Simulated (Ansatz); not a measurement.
# Ti: single point with PBE

Crystal: Ti.

```
CELL_PARAMETERS angstrom
-1.64100 1.64100 1.64100
1.64100 -1.64100 1.64100
1.64100 1.64100 -1.64100
ATOMIC_POSITIONS crystal
Ti 0.00000 0.00000 0.00000
```

This isn't the form of Ti at room conditions, which is hcp.

* Program: Ansatz 0.2.0
* Task: single point
* Functional: PBE
* Potentials or basis: all-electron LAPW, scalar-relativistic
* Cutoff: 227 eV (chosen from the basis error)
* Basis error allowed: 0.001 eV/atom
* k mesh: 11 × 11 × 11
* Occupations: gaussian, width 0.017 eV
* Spin: no spin polarisation

```
Pressure               : -2.9 GPa
Band gap on the k mesh : none (metal or under the smearing width)
```

Levels at points of the mesh, in eV from the Fermi level:
| k point | band 4 | band 5 | band 6 | band 7 | band 8 | band 9 |
| --- | --- | --- | --- | --- | --- | --- |
| (0.00, 0.00, 0.00) | -32.39 | -5.89 | 1.00 | 1.00 | 1.00 | 2.72 |

Wall time 2.8 s on 1 thread of Arm Neoverse V1, on a shared host, peak memory 0.21 GiB.
